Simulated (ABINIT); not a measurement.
Input of an ABINIT 10.8.3 (patched build) run:

File run.abi:

```
# Datasets: ground state, then fixed potential
ndtset 2

# Pseudopotentials
pp_dirpath "./"
pseudos "Al.GGA_PBE-JTH.xml, N.GGA_PBE-JTH.xml"

# Structure
acell 3*1.0 Angstrom
rprim
     0.0000000000     2.1839935596     2.1839935596
     2.1839935596     0.0000000000     2.1839935596
     2.1839935596     2.1839935596     0.0000000000
ntypat 2
znucl 13 7
natom 2
typat 1 2
xred
     0.0000000000     0.0000000000     0.0000000000
     0.2500000000     0.2500000000     0.2500000000

# Plane-wave basis
ecut 25.0
pawecutdg 47.0

# Exchange and correlation
ixc 15

# Bands and occupations
occopt 3
tsmear 0.05 eV

# SCF cycle
nstep 100

# Output
iomode 3
prtwf 0
prteig 0
prtebands 0
enunit 2
prtden1 1

# Dataset 1
kptopt1 1
ngkpt1 10 10 10
nshiftk1 1
shiftk1 0.0 0.0 0.0
nband1 8
tolvrs1 1.0e-9

# Dataset 2: bands along G-X-W-K-G-L-U-W-L-K
iscf2 -2
getden2 1
nband2 12
nbdbuf2 2
tolwfr2 1.0e-12
kptopt2 -9
ndivsm2 5
prteig2 1
kptbounds2
     0.0000000000     0.0000000000     0.0000000000
     0.5000000000     0.0000000000     0.5000000000
     0.5000000000     0.2500000000     0.7500000000
     0.3750000000     0.3750000000     0.7500000000
     0.0000000000     0.0000000000     0.0000000000
     0.5000000000     0.5000000000     0.5000000000
     0.6250000000     0.2500000000     0.6250000000
     0.5000000000     0.2500000000     0.7500000000
     0.5000000000     0.5000000000     0.5000000000
     0.3750000000     0.3750000000     0.7500000000
```

Potentials or basis: JTH PAW PBE v2.0.

Command:

```sh
$ abinit run.abi > log 2>&1
```

Problem. What does it give for the band gap on the k mesh?

Solution. 3.33 eV, indirect (least direct gap 4.21 eV).

Levels at the corners of the path, in eV from the valence-band top:
```csv
point,band 2,band 3,band 4,band 5,band 6,band 7
Γ,0.00,0.00,0.00,4.21,12.65,12.65
X,-4.87,-1.76,-1.76,3.33,8.70,14.07
W,-3.74,-3.42,-2.67,6.06,11.49,12.03
K,-4.22,-3.61,-1.35,5.18,10.18,13.18
Γ,0.00,0.00,0.00,4.21,12.65,12.65
L,-5.82,-0.47,-0.47,7.45,9.90,11.18
U,-4.22,-3.61,-1.35,5.18,10.18,13.18
W,-3.74,-3.42,-2.67,6.06,11.49,12.03
L,-5.82,-0.47,-0.47,7.45,9.90,11.18
K,-4.22,-3.61,-1.35,5.18,10.18,13.18
```

 A k mesh can miss the band edges.
